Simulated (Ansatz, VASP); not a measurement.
# H3Pt in VASP and in Ansatz

```
H Pt
1.0
     2.96098    0.00000    0.00000
     0.00000    2.96098    0.00000
     0.00000    0.00000    2.96098
H Pt
3 1
Direct
  0.00000 0.50000 0.50000
  0.50000 0.00000 0.50000
  0.50000 0.50000 0.00000
  0.00000 0.00000 0.00000
```

Alike in both runs: functional PBE; k mesh 6 × 6 × 6; occupations gaussian, width 0.1 eV; no spin polarisation.

Ansatz relaxed the structure, and its values are those at the end. VASP's run is a single point on that final structure, the one shown.

|  | VASP | Ansatz |
| --- | --- | --- |
| version | VASP 6.6.1 | Ansatz 0.2.0 |
| potentials or method | VASP PAW PBE potentials, release 64 (H, Pt) | scalar-relativistic, plane waves, PAW |
| plane-wave cutoff (eV) | 520 | 420 |
| valence electrons in the cell | 13 | 21 |

```tsv
	VASP	Ansatz	Ansatz less VASP
gap on the k mesh at the Fermi level (eV)	none	none	-
pressure (GPa)	-0.5	-0.1	+0.44
```

A gap of «none» marks a metal or a gap that the smearing closes. The two sets of potentials don't hold the same shells in valence.

The runs have no spin-orbit coupling, so splittings on Pt are missing.
